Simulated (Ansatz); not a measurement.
Piezoelectric tensor of AlP at 5 GPa (stress–strain coefficients)

Level of theory: DFT PBEsol, scalar-relativistic, plane waves, PAW in Ansatz 0.2.0. Plane waves to 420 eV; Γ-centred k mesh 10×10×10; fixed occupations. No spin polarisation.

The cell, relaxed at 5 GPa:
```
CELL_PARAMETERS angstrom
0.00000 2.68849 2.68849
2.68849 0.00000 2.68849
2.68849 2.68849 0.00000
ATOMIC_POSITIONS crystal
Al 0.00000 0.00000 0.00000
P 0.75000 0.75000 0.75000
```

Question: Give the relaxed-ion proper piezoelectric stress tensor e_iJ (C/m², Voigt columns xx yy zz yz xz xy).

Answer:
```
x    0.000  0.000  0.000 -0.153  0.000  0.000
y    0.000  0.000  0.000  0.000 -0.153  0.000
z    0.000  0.000  0.000  0.000  0.000 -0.153
```
Signs follow the orientation of the cell as given.

Question: With the elastic constants (GPa, Voigt order)
C11 = 145.7, C12 = 87.3, C13 = 87.3, C22 = 145.7, C23 = 87.3, C33 = 145.7, C44 = 60.0, C55 = 60.0, C66 = 60.0 GPa; the others vanish.
find the strain coefficients d = e·C⁻¹ (pC/N).

Answer:
```
x    0.00  0.00  0.00 -2.55  0.00  0.00
y    0.00  0.00  0.00  0.00 -2.55  0.00
z    0.00  0.00  0.00  0.00  0.00 -2.55
```

Cost: 1 run of about 2.7 core-minutes, on AMD EPYC (Zen 3) (shared hosts).